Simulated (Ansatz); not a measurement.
GaAs:

```
CELL_PARAMETERS angstrom
3.81014 0.00000 0.00000
0.00000 3.81014 0.00000
0.00000 0.00000 2.73891
ATOMIC_POSITIONS crystal
Ga 0.50000 0.50000 0.50000
As 0.00000 0.00000 0.50000
```

The cell was built by a generator and needn't be a form met in nature.

```yaml
Program: Ansatz 0.2.0
Task: relaxation of cell and atoms
Functional: HSE06
Potentials_or_basis: Ansatz PAW
Cutoff: "420 eV (not typed: the program's choice for these potentials)"
k_mesh: 4 × 4 × 5
Occupations: fermi-dirac, width 0.05 eV
Spin: no spin polarisation
```

At the start: volume 19.88 Å³/atom.

**Question.** How do energy, volume and symmetry change on relaxing?

**Answer.** It ends after 8 steps and the volume is 19.57 Å³/atom (-1.6 %); space group P4/mmm (No. 123, to 0.05 Å).

The path:
| step | energy change (eV) | largest force (eV/Å) | volume (Å³) |
| --- | --- | --- | --- |
| 1 | 0.0000 | 0.0000 | 39.76 |
| 2 | -0.1582 | 0.0000 | 39.28 |
| 3 | -0.1689 | 0.0000 | 38.21 |
| 4 | -0.1916 | 0.0000 | 39.68 |
| 5 | -0.1936 | 0.0000 | 39.19 |
| 6 | -0.1937 | 0.0000 | 39.13 |
| 7 | -0.1937 | 0.0000 | 39.13 |
| 8 | -0.1933 | 0.0000 | 39.13 |

Final structure:
```yaml
crystal:
  lattice:
    - [3.92831, 0.00000, 0.00000]
    - [0.00000, 3.92831, 0.00000]
    - [0.00000, 0.00000, 2.53584]
  atoms:
    - { symbol: Ga, position: [0.50000, 0.50000, 0.50000] }
    - { symbol: As, position: [0.00000, 0.00000, 0.50000] }
```

Caveat: the k mesh is coarse (spacing up to 0.46 Å⁻¹), so the values aren't converged, least of all with exact exchange; the plane-wave basis is chosen anew once the cell has moved, so the energies of steps on either side of that aren't comparable; the PAW data sets come from PBE, with cores solved anew for the run's functional, which leaves a small shift of forces and pressure.
